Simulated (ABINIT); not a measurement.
# TiCo (Pm-3m) in ABINIT: settings compared

One crystal, TiCo, is run at these levels: revPBE, WC; tasks: band structure.

Program: ABINIT 10.8.3 (patched build). These are calculated values, not measurements. Logs are shortened: lines on timing, memory, paths and dates and some standing lists are left out, and cuts for length are marked. The log counts tension as positive stress, the text compression.

**1. The structure**

Symmetry: Pm-3m, No. 221, cubic system. The conventional cell has a = 2.986 Å, b = 2.986 Å, c = 2.986 Å, α = 90.00°, β = 90.00°, γ = 90.00°. Co (site symmetry m-3m) is surrounded by 8 Ti at 2.59 Å. Around Ti (site symmetry m-3m) lie 8 Co at 2.59 Å.

The cell comes from a database or a generator and needn't be the stable form of this composition.

**2. Band structure, revPBE, collinear spin, ferromagnetic start**

The input, run.abi:

```
# Datasets: ground state, then fixed potential
ndtset 2

# Pseudopotentials
pp_dirpath "./"
pseudos "Co.GGA_PBE-JTH.xml, Ti.GGA_PBE-JTH.xml"

# Structure
acell 3*1.0
rprim
     5.6429319488     0.0000000000     0.0000000000
     0.0000000000     5.6429319488     0.0000000000
     0.0000000000     0.0000000000     5.6429319488
ntypat 2
znucl 27 22
natom 2
typat 1 2
xred
     0.5000000000     0.5000000000     0.5000000000
     0.0000000000     0.0000000000     0.0000000000

# Plane-wave basis
ecut 26.0
pawecutdg 48.0

# Exchange and correlation
ixc 14

# Bands and occupations
occopt 3
tsmear 0.00183747

# Spin
nsppol 2
spinat
     0.0000000000     0.0000000000     2.0000000000
     0.0000000000     0.0000000000     1.0000000000

# SCF cycle
nstep 100

# Output
iomode 3
prtwf 0
prteig 0
prtebands 0
prtden1 1
prtvha1 1
prtvclmb1 1
prtpot1 1

# Dataset 1
kptopt1 1
ngkpt1 9 9 9
nshiftk1 1
shiftk1 0.0 0.0 0.0
nband1 20
tolvrs1 1.0e-9

# Dataset 2: bands along G-X-M-G-R-X
iscf2 -2
getden2 1
nband2 26
nbdbuf2 4
tolwfr2 1.0e-11
kptopt2 -5
ndivsm2 5
prteig2 1
kptbounds2
     0.0000000000     0.0000000000     0.0000000000
     0.0000000000     0.5000000000     0.0000000000
     0.5000000000     0.5000000000     0.0000000000
     0.0000000000     0.0000000000     0.0000000000
     0.5000000000     0.5000000000     0.5000000000
     0.0000000000     0.5000000000     0.0000000000
```

Potentials or basis: JTH PAW PBE v2.0.

Launch:

```
abinit run.abi > log 2>&1
```

run.abo:

```text
.Version 10.8.3 of ABINIT
 DATASET    1 : space group Pm -3 m (#221); Bravais cP (primitive cubic)
================================================================================
 Values of the parameters that define the memory need for DATASET  1.
     intxc =       0    ionmov =       0      iscf =      17    lmnmax =      18
     lnmax =       6     mgfft =      27  mpssoang =       3    mqgrid =    3001
     natom =       2  nloc_mem =       2    nspden =       2   nspinor =       1
    nsppol =       2      nsym =      48    n1xccc =       1    ntypat =       2
    occopt =       3   xclevel =       2
       mpw =        1157          nfft =       19683          nkpt =          35
 PAW method is used; the additional fine FFT grid is defined by:
   mgfftf=        36    nfftf =     46656
================================================================================
================================================================================

 DATASET    2 : space group Pm -3 m (#221); Bravais cP (primitive cubic)
================================================================================
 Values of the parameters that define the memory need for DATASET  2.
     intxc =       0    ionmov =       0      iscf =      -2    lmnmax =      18
     lnmax =       6     mgfft =      27  mpssoang =       3    mqgrid =    3001
     natom =       2  nloc_mem =       2    nspden =       2   nspinor =       1
    nsppol =       2      nsym =      48    n1xccc =       1    ntypat =       2
    occopt =       3   xclevel =       2
       mpw =        1153          nfft =       19683          nkpt =          34
 PAW method is used; the additional fine FFT grid is defined by:
   mgfftf=        36    nfftf =     46656
================================================================================
================================================================================

--------------------------------------------------------------------------------
------------- Echo of variables that govern the present computation ------------
--------------------------------------------------------------------------------
 -outvars: echo values of preprocessed input variables --------
            acell      1.0000000000E+00  1.0000000000E+00  1.0000000000E+00 Bohr
              amu      5.89332000E+01  4.78800000E+01
             ecut      2.60000000E+01 Hartree
           getden1          0
           getden2          1
             iscf1         17
             iscf2         -2
              ixc          14
           jdtset        1    2
           kptopt1          1
           kptopt2         -5
         kptrlatt        9    0    0      0    9    0      0    0    9
          kptrlen1     5.07863875E+01
          kptrlen2     3.00000000E+01
            natom           2
            nband1         20
            nband2         26
           nbdbuf1          0
           nbdbuf2          4
           ndtset           2
           ndivsm1          0
           ndivsm2          5
            ngfft          27      27      27
          ngfftdg          36      36      36
             nkpt1         35
             nkpt2         34
           nspden           2
           nsppol           2
            nstep         100
             nsym          48
           ntypat           2
           occopt           3
        pawecutdg      4.80000000E+01 Hartree
         pawxcdev           0
        prtebands           0
           prteig1          0
           prteig2          1
           prtpot1          1
           prtpot2          0
[... 999 lines left out ...]
- [  0.0000000,   5.6429319,   0.0000000, ]
- [  0.0000000,   0.0000000,   5.6429319, ]
lattice_lengths: [   5.64293,    5.64293,    5.64293, ]
lattice_angles: [ 90.000,  90.000,  90.000, ] # degrees, (23, 13, 12)
lattice_volume:   1.7968608E+02
convergence: {deltae:  0.000E+00, res2:  0.000E+00, residm:  1.000E-11, diffor:  0.000E+00, }
etotal    :  -2.04954094E+02
entropy   :   0.00000000E+00
fermie    :   4.12468895E-01
cartesian_stress_tensor: null
pressure_GPa: null
xred      :
- [  5.0000E-01,   5.0000E-01,   5.0000E-01, Co]
- [  0.0000E+00,   0.0000E+00,   0.0000E+00, Ti]
cartesian_forces: null
force_length_stats: {min: null, max: null, mean: null, }
...

 Integrated electronic and magnetization densities in atomic spheres:
 ------------------------------------------------------------------------------------------------------------
 Radius=ratsph(iatom), smearing ratsm=  0.0000. Diff(up-dn)=approximate z local magnetic moment.
    Atom    Radius    up_density   dn_density  Total(up+dn)  Diff(up-dn)
    1 Co   2.10903     8.262346     7.306140     15.568485     0.956206
    2 Ti   2.30803     5.078466     5.123298     10.201764    -0.044831
 ------------------------------------------------------------------------------------------------------------
  Sum:                13.340812    12.429437     25.770249     0.911375
 Total magnetization (from the atomic spheres):                0.911375
 Total magnetization (exact up - dn):                          0.834710

================================================================================

 ----iterations are completed or convergence reached----

 Mean square residual over all n,k,spin=   56.842E-13; max=  99.997E-13
 reduced coordinates (array xred) for    2 atoms
       0.500000000000      0.500000000000      0.500000000000
       0.000000000000      0.000000000000      0.000000000000

 cartesian coordinates (angstrom) at end:
    1      1.49305549397780     1.49305549397780     1.49305549397780
    2      0.00000000000000     0.00000000000000     0.00000000000000
 length scales=  1.000000000000  1.000000000000  1.000000000000 bohr
              =  0.529177210544  0.529177210544  0.529177210544 angstroms
 Eigenvalues (hartree) for nkpt=  34  k points, SPIN UP:
 kpt#   1, nband= 26, wtk=  1.00000, kpt=  0.0000  0.0000  0.0000 (reduced coord)
  -3.11181   -1.75961   -1.75961   -1.75961   -1.68986   -0.80998   -0.80998   -0.80998
   0.12810    0.25728    0.25728    0.34240    0.34240    0.34240    0.42997    0.42997
   0.51083    0.51083    0.51083    0.73812    0.73812    0.73812    0.97165    0.97165
   1.12301    1.18045
 kpt#   2, nband= 26, wtk=  1.00000, kpt=  0.0000  0.1000  0.0000 (reduced coord)
  -3.11180   -1.75972   -1.75960   -1.75960   -1.68971   -0.81105   -0.80990   -0.80990
   0.13538    0.26011    0.26044    0.34185    0.34185    0.34353    0.42687    0.43116
   0.50124    0.50124    0.50941    0.70468    0.75497    0.75497    0.96780    0.99229
   1.14596    1.16084
 kpt#   3, nband= 26, wtk=  1.00000, kpt=  0.0000  0.2000  0.0000 (reduced coord)
  -3.11179   -1.76002   -1.75959   -1.75959   -1.68932   -0.81383   -0.80970   -0.80970
   0.15643    0.26814    0.26850    0.34054    0.34054    0.34658    0.41806    0.43231
   0.47985    0.47985    0.50561    0.64099    0.79826    0.79826    0.95701    1.01352
   1.12758    1.17512
 kpt#   4, nband= 26, wtk=  1.00000, kpt=  0.0000  0.3000  0.0000 (reduced coord)
  -3.11177   -1.76039   -1.75956   -1.75956   -1.68884   -0.81722   -0.80946   -0.80946
[... 138 lines left out ...]
 kpt#  32, nband= 26, wtk=  1.00000, kpt=  0.1429  0.5000  0.1429 (reduced coord)
  -3.11173   -1.76064   -1.75968   -1.75968   -1.68805   -0.82032   -0.81091   -0.81090
   0.26122    0.28233    0.29747    0.32346    0.33569    0.34551    0.38113    0.41767
   0.42981    0.48495    0.49653    0.55798    0.84830    0.87360    0.91548    0.92688
   1.10828    1.10944
 kpt#  33, nband= 26, wtk=  1.00000, kpt=  0.0714  0.5000  0.0714 (reduced coord)
  -3.11175   -1.76075   -1.75958   -1.75957   -1.68824   -0.82079   -0.80964   -0.80964
   0.25469    0.27649    0.29679    0.33278    0.33984    0.34861    0.38531    0.39652
   0.43509    0.45183    0.49563    0.55596    0.89155    0.93656    0.96817    0.97912
   1.03278    1.07380
 kpt#  34, nband= 26, wtk=  1.00000, kpt=  0.0000  0.5000  0.0000 (reduced coord)
  -3.11175   -1.76079   -1.75954   -1.75954   -1.68831   -0.82097   -0.80919   -0.80919
   0.25249    0.27394    0.29671    0.33818    0.33818    0.35536    0.38705    0.38831
   0.43666    0.43666    0.49485    0.55610    0.92636    0.98688    0.98688    1.00850
   1.00850    1.02591
 Eigenvalues (hartree) for nkpt=  34  k points, SPIN DOWN:
 kpt#   1, nband= 26, wtk=  1.00000, kpt=  0.0000  0.0000  0.0000 (reduced coord)
  -3.06992   -1.71862   -1.71862   -1.71862   -1.69077   -0.81091   -0.81091   -0.81091
   0.12672    0.28230    0.28230    0.36305    0.36305    0.36305    0.45077    0.45077
   0.51411    0.51411    0.51411    0.73870    0.73870    0.73870    0.97820    0.97820
   1.12781    1.17467
 kpt#   2, nband= 26, wtk=  1.00000, kpt=  0.0000  0.1000  0.0000 (reduced coord)
  -3.06991   -1.71880   -1.71861   -1.71861   -1.69056   -0.81199   -0.81083   -0.81083
   0.13401    0.28554    0.28581    0.36254    0.36254    0.36440    0.44662    0.45225
   0.50411    0.50411    0.51245    0.70605    0.75591    0.75591    0.97484    0.99763
   1.15058    1.15526
 kpt#   3, nband= 26, wtk=  1.00000, kpt=  0.0000  0.2000  0.0000 (reduced coord)
  -3.06990   -1.71926   -1.71859   -1.71859   -1.69001   -0.81481   -0.81064   -0.81064
   0.15515    0.29323    0.29605    0.36138    0.36138    0.36809    0.43463    0.45509
   0.48183    0.48183    0.50792    0.64278    0.79988    0.79988    0.96532    1.01695
   1.12168    1.17185
 kpt#   4, nband= 26, wtk=  1.00000, kpt=  0.0000  0.3000  0.0000 (reduced coord)
  -3.06988   -1.71982   -1.71856   -1.71856   -1.68935   -0.81824   -0.81039   -0.81039
[... 139 lines left out ...]
  -3.06984   -1.72008   -1.71869   -1.71868   -1.68856   -0.82139   -0.81186   -0.81186
   0.27130    0.28456    0.33782    0.33945    0.35561    0.35828    0.41851    0.42620
   0.43849    0.49054    0.49922    0.55596    0.85621    0.87741    0.91583    0.92548
   1.10866    1.11379
 kpt#  33, nband= 26, wtk=  1.00000, kpt=  0.0714  0.5000  0.0714 (reduced coord)
  -3.06986   -1.72033   -1.71858   -1.71857   -1.68862   -0.82186   -0.81058   -0.81058
   0.26565    0.27413    0.34197    0.35084    0.35942    0.37013    0.39527    0.42887
   0.43721    0.45668    0.49642    0.55342    0.90092    0.93963    0.96855    0.97831
   1.03827    1.07407
 kpt#  34, nband= 26, wtk=  1.00000, kpt=  0.0000  0.5000  0.0000 (reduced coord)
  -3.06986   -1.72042   -1.71854   -1.71854   -1.68863   -0.82203   -0.81012   -0.81012
   0.26376    0.27010    0.34376    0.36014    0.36014    0.37909    0.38188    0.43463
   0.43629    0.43629    0.49472    0.55350    0.93767    0.99135    0.99135    1.00899
   1.00899    1.02460

== END DATASET(S) ==============================================================
================================================================================

 -outvars: echo values of variables after computation  --------
            acell      1.0000000000E+00  1.0000000000E+00  1.0000000000E+00 Bohr
           etotal1    -2.0495409434E+02
            fcart1    -0.0000000000E+00 -0.0000000000E+00 -0.0000000000E+00
                      -0.0000000000E+00 -0.0000000000E+00 -0.0000000000E+00
            rprim      5.6429319488E+00  0.0000000000E+00  0.0000000000E+00
                       0.0000000000E+00  5.6429319488E+00  0.0000000000E+00
                       0.0000000000E+00  0.0000000000E+00  5.6429319488E+00
           strten1    -9.8652628553E-05 -9.8652628553E-05 -9.8652628553E-05
                       0.0000000000E+00  0.0000000000E+00  0.0000000000E+00
           xangst      1.4930554940E+00  1.4930554940E+00  1.4930554940E+00
                       0.0000000000E+00  0.0000000000E+00  0.0000000000E+00
             xred      5.0000000000E-01  5.0000000000E-01  5.0000000000E-01
                       0.0000000000E+00  0.0000000000E+00  0.0000000000E+00
 Calculation completed.
```

Wall time 1.9 min (1 thread of Arm Neoverse V2, shared host); peak memory 0.17 GiB.

What came out:

| Item | Value |
| --- | --- |
| Free energy | -5577.0850 eV |
| Pressure | 2.9 GPa |
| Band gap on the k mesh | none (metal or under the smearing width) |
| Net moment | 0.83 μB per cell |
| Site moments | Co +0.96; Ti -0.04 μB |
| Valence electrons inside the program's atomic spheres | Co 15.57; Ti 10.20 |

Levels at the corners of the path, in eV from the Fermi level:
Spin up:
| point | band 12 | band 13 | band 14 | band 15 | band 16 | band 17 | band 18 | band 19 |
| --- | --- | --- | --- | --- | --- | --- | --- | --- |
| Γ | -1.91 | -1.91 | -1.91 | 0.48 | 0.48 | 2.68 | 2.68 | 2.68 |
| X | -2.02 | -2.02 | -1.55 | -0.69 | -0.66 | 0.66 | 0.66 | 2.24 |
| M | -2.76 | -1.55 | -0.82 | 0.57 | 0.57 | 1.11 | 2.45 | 2.45 |
| Γ | -1.91 | -1.91 | -1.91 | 0.48 | 0.48 | 2.68 | 2.68 | 2.68 |
| R | -2.12 | -2.12 | -2.12 | -1.52 | -1.52 | 3.22 | 3.22 | 6.86 |
| X | -2.02 | -2.02 | -1.55 | -0.69 | -0.66 | 0.66 | 0.66 | 2.24 |
Spin down:
```
point  band 10  band 11  band 12  band 13  band 14  band 15  band 16  band 17  band 18  band 19
    Γ    -3.54    -3.54    -1.34    -1.34    -1.34     1.04     1.04     2.77     2.77     2.77
    X    -3.87    -1.87    -1.42    -1.42    -0.91    -0.83     0.60     0.65     0.65     2.24
    M    -3.73    -2.32    -2.32     0.03     0.31     0.51     0.51     1.26     2.63     2.63
    Γ    -3.54    -3.54    -1.34    -1.34    -1.34     1.04     1.04     2.77     2.77     2.77
    R    -2.35    -2.35    -2.14    -2.14    -2.14     0.06     0.06     3.13     3.13     7.15
    X    -3.87    -1.87    -1.42    -1.42    -0.91    -0.83     0.60     0.65     0.65     2.24
```

Caveat: small starting moments can end in a higher magnetic state in this program; the PAW data sets were made with another functional, which shifts forces and pressure a little.

**3. Band structure, WC, collinear spin, ferromagnetic start**

Changes to run.abi since step 2:

```diff
@@ -8,7 +8,7 @@
 # Structure
-acell 3*1.0
+acell 5.6429319488 5.6429319488 5.6429319488
 rprim
-     5.6429319488     0.0000000000     0.0000000000
-     0.0000000000     5.6429319488     0.0000000000
-     0.0000000000     0.0000000000     5.6429319488
+     1.0000000000     0.0000000000     0.0000000000
+     0.0000000000     1.0000000000     0.0000000000
+     0.0000000000     0.0000000000     1.0000000000
 ntypat 2
@@ -26,3 +26,3 @@
 # Exchange and correlation
-ixc 14
+ixc 23
 
@@ -46,6 +46,4 @@
 prtebands 0
+enunit 1
 prtden1 1
-prtvha1 1
-prtvclmb1 1
-prtpot1 1
 
@@ -66,4 +64,5 @@
 kptopt2 -5
-ndivsm2 5
+ndivsm2 6
 prteig2 1
+prtvol2 -3
 kptbounds2
```

Potentials or basis: JTH PAW PBE v2.0.

Launch:

```
abinit run.abi > log 2>&1
```

run.abo:

```text
.Version 10.8.3 of ABINIT
 DATASET    1 : space group Pm -3 m (#221); Bravais cP (primitive cubic)
================================================================================
 Values of the parameters that define the memory need for DATASET  1.
     intxc =       0    ionmov =       0      iscf =      17    lmnmax =      18
     lnmax =       6     mgfft =      27  mpssoang =       3    mqgrid =    3001
     natom =       2  nloc_mem =       2    nspden =       2   nspinor =       1
    nsppol =       2      nsym =      48    n1xccc =       1    ntypat =       2
    occopt =       3   xclevel =       2
       mpw =        1157          nfft =       19683          nkpt =          35
 PAW method is used; the additional fine FFT grid is defined by:
   mgfftf=        36    nfftf =     46656
================================================================================
================================================================================

 DATASET    2 : space group Pm -3 m (#221); Bravais cP (primitive cubic)
================================================================================
 Values of the parameters that define the memory need for DATASET  2.
     intxc =       0    ionmov =       0      iscf =      -2    lmnmax =      18
     lnmax =       6     mgfft =      27  mpssoang =       3    mqgrid =    3001
     natom =       2  nloc_mem =       2    nspden =       2   nspinor =       1
    nsppol =       2      nsym =      48    n1xccc =       1    ntypat =       2
    occopt =       3   xclevel =       2
[... 1385 lines left out ...]
   3.76805    7.60153    7.63285    9.58758    9.58758    9.71972   11.62990   12.02514
  13.05980   13.05980   13.59814   17.82662   21.06134   21.06134   26.20162   27.35259
  30.67932   31.89758
 kpt#   4, nband= 26, wtk=  1.00000, kpt=  0.0000  0.2500  0.0000 (reduced coord)
 -83.47665  -46.92552  -46.90116  -46.90116  -45.94840  -22.34298  -22.17722  -22.17722
[... 164 lines left out ...]
 -83.47546  -46.94141  -46.90341  -46.90320  -45.91867  -22.48052  -22.20370  -22.20364
   7.08390    7.43846    8.87572    9.05588    9.50835    9.51372   10.95727   11.24026
  11.63201   12.82905   13.29714   14.82527   23.37430   24.00880   25.01110   25.34498
  29.55309   29.84805
 kpt#  38, nband= 26, wtk=  1.00000, kpt=  0.0625  0.5000  0.0625 (reduced coord)
 -83.47578  -46.94610  -46.90093  -46.90087  -45.92059  -22.49085  -22.17608  -22.17607
   6.96897    7.21562    8.95472    9.33863    9.53498    9.86535   10.42454   11.31616
  11.61310   12.04623   13.22339   14.78603   24.48248   25.51360   26.31257   26.56113
  27.79831   28.77819
 kpt#  39, nband= 26, wtk=  1.00000, kpt=  0.0000  0.5000  0.0000 (reduced coord)
 -83.47589  -46.94787  -46.90005  -46.90005  -45.92113  -22.49460  -22.16635  -22.16635
   6.93058    7.13245    8.98714    9.54989    9.54989   10.06372   10.12765   11.44446
  11.59944   11.59944   13.18532   14.78839   25.35115   26.71578   26.71578   27.22507
  27.22507   27.61976

== END DATASET(S) ==============================================================
================================================================================

 -outvars: echo values of variables after computation  --------
            acell      5.6429319488E+00  5.6429319488E+00  5.6429319488E+00 Bohr
           etotal1    -2.0510389679E+02
            fcart1    -0.0000000000E+00 -0.0000000000E+00 -0.0000000000E+00
                      -0.0000000000E+00 -0.0000000000E+00 -0.0000000000E+00
           strten1     2.3654415260E-04  2.3654415260E-04  2.3654415260E-04
                       0.0000000000E+00  0.0000000000E+00  0.0000000000E+00
           xangst      1.4930554940E+00  1.4930554940E+00  1.4930554940E+00
                       0.0000000000E+00  0.0000000000E+00  0.0000000000E+00
             xred      5.0000000000E-01  5.0000000000E-01  5.0000000000E-01
                       0.0000000000E+00  0.0000000000E+00  0.0000000000E+00
 Calculation completed.
```

Run time: 2 min. Hardware: 1 thread of Arm Neoverse V2, shared host; peak memory 0.16 GiB.

Results:

| Quantity | Value |
| --- | --- |
| Free energy | -5581.1614 eV |
| Pressure | -7.0 GPa |
| Band gap on the k mesh | none (metal or under the smearing width) |
| Net moment | 0.74 μB per cell |
| Site moments | Co +0.82; Ti -0.02 μB |
| Valence electrons inside the program's atomic spheres | Co 15.58; Ti 10.21 |

Levels at the corners of the path, in eV from the Fermi level:
Spin up:
```csv
point,band 13,band 14,band 15,band 16,band 17,band 18
Γ,-1.82,-1.82,0.50,0.50,2.67,2.67
X,-1.93,-1.45,-0.75,-0.54,0.63,0.63
M,-1.38,-0.72,0.59,0.59,1.11,2.46
Γ,-1.82,-1.82,0.50,0.50,2.67,2.67
R,-2.13,-2.13,-1.35,-1.35,3.17,3.17
X,-1.93,-1.45,-0.75,-0.54,0.63,0.63
```
Spin down:
```tsv
point	band 12	band 13	band 14	band 15	band 16	band 17
Γ	-1.34	-1.34	-1.34	0.97	0.97	2.76
X	-1.41	-1.41	-0.90	-0.84	0.48	0.63
M	-2.32	-0.12	0.19	0.58	0.58	1.25
Γ	-1.34	-1.34	-1.34	0.97	0.97	2.76
R	-2.13	-2.13	-2.13	-0.09	-0.09	3.12
X	-1.41	-1.41	-0.90	-0.84	0.48	0.63
```

Caveat: small starting moments can end in a higher magnetic state in this program; the PAW data sets were made with another functional, which shifts forces and pressure a little.
